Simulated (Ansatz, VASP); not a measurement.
**Cd in VASP and in Ansatz**

Contents of INCAR:

```
ALGO = Normal
EDIFF = 1E-7
ENCUT = 520
GGA = PE
ISIF = 2
ISMEAR = -1
LASPH = True
LCHARG = True
LELF = True
LREAL = False
LVHAR = True
LWAVE = False
NBANDS = 12
NELM = 100
PREC = Accurate
SIGMA = 0.05
```

File KPOINTS:

```
k-points
0
Gamma
  10 10 10
```

The input POSCAR:

```
Cd
1.0
   -1.8139690000      1.8156100000      1.8212240000
    1.8009050000     -1.8130460000      1.8055960000
    1.7330670000      1.7321430000     -1.8186600000
Cd
1
Direct
   -0.0030060000     -0.0150370000      0.0151120000
```

The input input.yaml:

```yaml
crystal:
  lattice:
    - [-1.813969, 1.81561, 1.821224]
    - [1.800905, -1.813046, 1.805596]
    - [1.733067, 1.732143, -1.81866]
  atoms:
    - { symbol: Cd, position: [-0.003006, -0.015037, 0.015112] }
hamiltonian:
  xc: pbe
  pseudopotentials: { kind: paw }
kpoints:
  mp_grid: { grid: [10, 10, 10] }
scf:
  occupations: { method: fermi_dirac, width: 0.05 }
output:
  forces: true
  stress: true
  eigenvalues: true
```

Change from the starting cell: cell strained at random at fixed volume.

Alike in both runs: task single point; functional PBE; k mesh 10 × 10 × 10; occupations fermi-dirac, width 0.05 eV; no spin polarisation.

|  | VASP | Ansatz |
| --- | --- | --- |
| version | VASP 6.6.1 | Ansatz 0.2.0 |
| potentials or method | VASP PAW PBE potentials, release 64 (Cd) | Ansatz PAW |
| plane-wave cutoff (eV) | 520 | 420 |
| valence electrons in the cell | 12 | 20 |

Ansatz gave:

- gap on the k mesh at the Fermi level (eV): none
- pressure (GPa): 1.2
- largest component of the traceless stress (GPa): 0.23

Task: Estimate VASP's values.

Result: gap on the k mesh at the Fermi level (eV): none; pressure (GPa): 1.4; largest component of the traceless stress (GPa): 0.26.

A gap of «none» marks a metal or a gap that the smearing closes. The two sets of potentials don't hold the same shells in valence.
